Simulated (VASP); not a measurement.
# SiO2 (Cristobalite): zone-centre modes, functional by functional

Aim: the vibrations of SiO2 (Cristobalite) at the zone centre, at several levels of theory. The starting structure is a measured crystal structure from the Crystallography Open Database.

Main program and level: VASP 6.6.1; Kohn-Sham DFT with plane waves and PAW; LDA, PBEsol, PBE, PBEsol + D3(BJ) and r2SCAN.

## 1. The structure

The structure is tetragonal, space group P4_12_12 (No. 92). Conventional cell: a = 4.971 Å, b = 4.971 Å, c = 6.928 Å, α = 90.00°, β = 90.00°, γ = 90.00°. Nearest to Si lie 4 O at 1.60 to 1.61 Å. O has 2 Si at 1.60 to 1.61 Å nearest. Farther neighbours and most contacts between anions are not listed.

Coordinates:

```xyz
12
Lattice="4.9709 0.0000 0.0000 0.0000 4.9709 0.0000 0.0000 0.0000 6.9278" Properties=species:S:1:pos:R:3 pbc="T T T"
Si    3.9792    0.9917    5.1959
Si    3.4771    3.4771    3.4639
Si    0.9917    3.9792    1.7320
Si    1.4938    1.4938    0.0000
O     0.5155    1.1890    5.6905
O     1.2964    3.0009    0.4946
O     4.4554    3.7819    2.2266
O     3.6745    1.9700    3.9585
O     3.0009    1.2964    6.4332
O     3.7819    4.4554    4.7012
O     1.9700    3.6745    2.9693
O     1.1890    0.5155    1.2373
```

## 2. Modes with LDA

LDA, the lowest rung, knows the local density alone. The cell comes from a relaxation at this level, not shown (169.44 Å³).

File INCAR:

```
SYSTEM = SiO2
PREC = Accurate
ENCUT = 520
EDIFF = 1E-08
NELM = 100
ISMEAR = 0
SIGMA = 0.03
LREAL = .FALSE.
ALGO = Normal
GGA = CA
NBANDS = 44
LORBIT = 11
LWAVE = .FALSE.
LCHARG = .FALSE.
KPAR = 8
IBRION = 6
NFREE = 2
POTIM = 0.015
NSW = 1
ISIF = 2
```

File POSCAR:

```
SiO2
1.0
    4.9592103833      0.0000000000      0.0000000000
    0.0000000000      4.9592103833      0.0000000000
    0.0000000000      0.0000000000      6.8896484875
Si O
4 8
Direct
    0.8036586020      0.1963413980      0.7500000000
    0.6963413980      0.6963413980      0.5000000000
    0.1963413980      0.8036586020      0.2500000000
    0.3036586020      0.3036586020      0.0000000000
    0.1114163521      0.2377239944      0.8176991839
    0.2622760056      0.6114163521      0.0676991839
    0.8885836479      0.7622760056      0.3176991839
    0.7377239944      0.3885836479      0.5676991839
    0.6114163521      0.2622760056      0.9323008161
    0.7622760056      0.8885836479      0.6823008161
    0.3885836479      0.7377239944      0.4323008161
    0.2377239944      0.1114163521      0.1823008161
```

File KPOINTS:

```
Automatic mesh
0
Gamma
4 4 4
0 0 0
```

The projector-augmented-wave data sets are Si and O (LDA family, release 64).

On the command line:

```console
> mpirun -np 16 vasp_std
```

The log of the run:

```text
[banner, memory and clock lines left out]
running   16 mpi-ranks, on    1 nodes
 distrk:  each k-point on    2 cores,    8 groups
 distr:  one band on    1 cores,    2 groups

 POSCAR found type information on POSCAR SiO
 POSCAR found :  2 types and      12 ions
|                                                                             |
|           W    W    AA    RRRRR   N    N  II  N    N   GGGG   !!!           |
|           W    W   A  A   R    R  NN   N  II  NN   N  G    G  !!!           |
|           W    W  A    A  R    R  N N  N  II  N N  N  G       !!!           |
|           W WW W  AAAAAA  RRRRR   N  N N  II  N  N N  G  GGG   !            |
|           WW  WW  A    A  R   R   N   NN  II  N   NN  G    G                |
|           W    W  A    A  R    R  N    N  II  N    N   GGGG   !!!           |
|                                                                             |
|     For optimal performance we recommend to set                             |
|       NCORE = 2 up to number-of-cores-per-socket                            |
|     NCORE specifies how many cores store one orbital (NPAR=cpu/NCORE).      |
|     This setting can greatly improve the performance of VASP for DFT.       |
|     The default, NCORE=1 might be grossly inefficient on modern             |
|     multi-core architectures or massively parallel machines. Do your        |
|     Unfortunately you need to use the default for GW and RPA                |
|     calculations (for HF NCORE is supported but not extensively tested      |
|     yet).                                                                   |
|                                                                             |

 LDA part: xc-table for (Slater(with rela. corr.)+CA(PZ))
 , standard interpolation
 POSCAR, INCAR and KPOINTS ok, starting setup
 FFT: planning ... GRIDC
 FFT: planning ... GRID_SOFT
 FFT: planning ... GRID
 WAVECAR not read
 entering main loop
       N       E                     dE             d eps       ncg     rms          rms(c)
DAV:   1     0.393042304170E+03    0.39304E+03   -0.32895E+04  1584   0.133E+03
DAV:   2    -0.870867395926E+02   -0.48013E+03   -0.46570E+03  2012   0.311E+02
DAV:   3    -0.116896075611E+03   -0.29809E+02   -0.29676E+02  1936   0.828E+01
DAV:   4    -0.117284732957E+03   -0.38866E+00   -0.38799E+00  1992   0.104E+01
DAV:   5    -0.117291611861E+03   -0.68789E-02   -0.68739E-02  1960   0.136E+00    0.301E+01
DAV:   6    -0.104102641562E+03    0.13189E+02   -0.51042E+01  1848   0.326E+01    0.150E+01
DAV:   7    -0.103886736966E+03    0.21590E+00   -0.14203E+00  1864   0.505E+00    0.522E+00
DAV:   8    -0.103767483992E+03    0.11925E+00   -0.76575E-02  1940   0.164E+00    0.200E+00
DAV:   9    -0.103747373426E+03    0.20111E-01   -0.29274E-02  1992   0.103E+00    0.308E-01
DAV:  10    -0.103748370028E+03   -0.99660E-03   -0.33924E-03  1888   0.282E-01    0.114E-01
DAV:  11    -0.103748307195E+03    0.62832E-04   -0.88484E-04  1892   0.154E-01    0.172E-02
DAV:  12    -0.103748310984E+03   -0.37883E-05   -0.22411E-05  1860   0.225E-02    0.100E-02
DAV:  13    -0.103748311876E+03   -0.89259E-06   -0.76780E-06  1840   0.127E-02    0.434E-03
DAV:  14    -0.103748312094E+03   -0.21798E-06   -0.21502E-07  1972   0.242E-03    0.831E-04
DAV:  15    -0.103748312109E+03   -0.15236E-07   -0.14074E-08  1288   0.601E-04    0.466E-04
DAV:  16    -0.103748312108E+03    0.13351E-08   -0.46469E-09  1248   0.371E-04
   1 F= -.10374831E+03 E0= -.10374831E+03  d E =-.710676E-18
[... from here on, the cycles between the ionic steps are left out ...]
   2 F= -.10374311E+03 E0= -.10374311E+03  d E =-.139736E-18
   3 F= -.10374324E+03 E0= -.10374324E+03  d E =-.103637E-17
   4 F= -.10374263E+03 E0= -.10374263E+03  d E =-.834326E-18
   5 F= -.10374263E+03 E0= -.10374263E+03  d E =-.832294E-18
   6 F= -.10374363E+03 E0= -.10374363E+03  d E =-.891108E-18
   7 F= -.10374345E+03 E0= -.10374345E+03  d E =-.299158E-18
   8 F= -.10374755E+03 E0= -.10374755E+03  d E =-.306789E-18
   9 F= -.10374756E+03 E0= -.10374756E+03  d E =-.628950E-18
  10 F= -.10374532E+03 E0= -.10374532E+03  d E =-.165612E-18
 Finite differences progress:
  Degree of freedom:   5/  5
  Displacement:        1/  2
  Total:               9/ 10
 bond charge predicted
       N       E                     dE             d eps       ncg     rms          rms(c)
DAV:   1    -0.103746392304E+03   -0.10753E-02   -0.37511E+00  3168   0.984E+00    0.629E-01
DAV:   2    -0.103746944484E+03   -0.55218E-03   -0.43716E-02  3952   0.110E+00    0.205E-01
DAV:   3    -0.103745550351E+03    0.13941E-02   -0.24762E-03  3976   0.357E-01    0.848E-02
DAV:   4    -0.103745399558E+03    0.15079E-03   -0.12409E-03  3920   0.204E-01    0.485E-02
DAV:   5    -0.103745397091E+03    0.24673E-05   -0.98972E-05  3788   0.552E-02    0.365E-02
DAV:   6    -0.103745392983E+03    0.41076E-05   -0.20310E-05  3992   0.228E-02    0.102E-02
DAV:   7    -0.103745391502E+03    0.14810E-05   -0.35465E-06  4064   0.171E-02    0.456E-03
DAV:   8    -0.103745391454E+03    0.48463E-07   -0.11736E-06  3992   0.719E-03    0.178E-03
DAV:   9    -0.103745391441E+03    0.12378E-07   -0.18628E-07  3968   0.309E-03    0.108E-03
DAV:  10    -0.103745391438E+03    0.30977E-08   -0.72856E-08  3952   0.200E-03
  11 F= -.10374539E+03 E0= -.10374539E+03  d E =-.133605E-17
 Finite differences progress:
  Degree of freedom:   5/  5
  Displacement:        2/  2
  Total:              10/ 10
```

Run time: 5.8 min. Hardware: 16 MPI ranks of AMD EPYC 7R43, shared host; peak memory 5.6 GiB.

The logs omit lines about the potential files and the build; timing stands in the text.

[end of part 1 of 3]

[Lines on the potential files, build, host, timing and source positions are cut from VASP's logs without a mark.]

[Logs are printed without paths, hosts, clocks, repeated set-up lines and the standing remarks that a program may print on its own settings, such as how far it seeks lower states.]

[Hosts, paths, dates, database ids (printed as entryN), source tags and the programs' standing remarks are cut or masked in the printed files.]
